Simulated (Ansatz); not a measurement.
Crystal: WC (Qusongite).

```xyz
2
Lattice="2.9065 0.0000 0.0000 -1.4532 2.5171 0.0000 0.0000 0.0000 2.8366" Properties=species:S:1:pos:R:3 pbc="T T T"
W     0.0000    0.0000    0.0000
C     1.4533    0.8390    1.4183
```

Program: Ansatz 0.2.0. Alike in all runs: cell as given.

Task: Order these runs on this cell by their pressure, lowest first.
A. level LDA+U; potentials or basis Ansatz PAW; spin SOC, no magnetisation; U W d U = 7 eV; k mesh 10 × 10 × 9; cutoff (eV) 420; smearing tetrahedron; hubbard projectors ortho-atomic; double counting amf; mesh quality not flagged
B. level BHLYP+D4; potentials or basis Ansatz PAW; spin off; k mesh 7 × 7 × 6; cutoff (eV) 420; smearing methfessel-paxton 0.025 eV; mesh quality coarse
C. level r2SCAN+U; potentials or basis SPMS NC; spin off; U W d U = 4 eV; k mesh 10 × 10 × 9; cutoff (eV) 1034; smearing methfessel-paxton 0.1 eV; hubbard projectors ortho-atomic; double counting fll (the default); mesh quality not flagged

Result: B (-12.8 GPa), A (-7.4 GPa), C (1.8 GPa).

Caveats: some runs use coarse meshes; U without spin polarisation on a metal has little footing (some runs); the PAW data sets come from PBE, with cores solved anew for the run's functional, which leaves a small shift of forces and pressure (some runs); the U is typed as a test and isn't derived for this compound (some runs); with tetrahedron occupations forces and stress needn't match the slope of the energy (some runs); the meta-GGA runs on potentials made for a GGA (some runs); the potentials were made for another functional, which shifts forces and pressure (some runs); pairwise dispersion overbinds metals, which lowers pressure and volume (some runs).

Runs at the PBE level aren't shown here.
